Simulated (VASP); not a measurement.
**CdO (Monteponite): equation of state with PBE**

CdO (Monteponite):

```xyz
2
Lattice="0.0000 2.3495 2.3495 2.3495 0.0000 2.3495 2.3495 2.3495 0.0000" Properties=species:S:1:pos:R:3 pbc="T T T"
Cd    0.0000    0.0000    0.0000
O     2.3495    2.3495    2.3495
```

```json
{
 "Program": "VASP 6.6.1",
 "Task": "equation of state",
 "Functional": "PBE",
 "Potentials or basis": "VASP PAW PBE potentials, release 64 (Cd, O)",
 "Cutoff": "520 eV",
 "k mesh": "10 × 10 × 10",
 "Occupations": "fermi-dirac, width 0.05 eV",
 "Spin": "no spin polarisation",
 "Further INCAR settings": "ALGO = Normal; EDIFF = 1e-07; NBANDS = 16"
}
```

```yaml
Equilibrium_volume: 13.69 Å³/atom
Bulk_modulus: 126 GPa
Pressure_derivative_of_the_bulk_modulus: 4.8
```

Energy against volume, from the lowest point:
```
volume (Å³/atom)  energy (meV/atom)
          12.191              80.39
          12.451              52.72
          12.710              31.61
          12.970              16.38
          13.229               6.38
          13.488               1.07
          13.748               0.00
```

All runs of the series together: 70 s on 1 thread of Intel(R) Xeon(R) 6975P-C (Granite Rapids), on a shared host.

PBE usually gives volumes a little too large and moduli too small. Zero-point motion and thermal expansion aren't in these numbers.
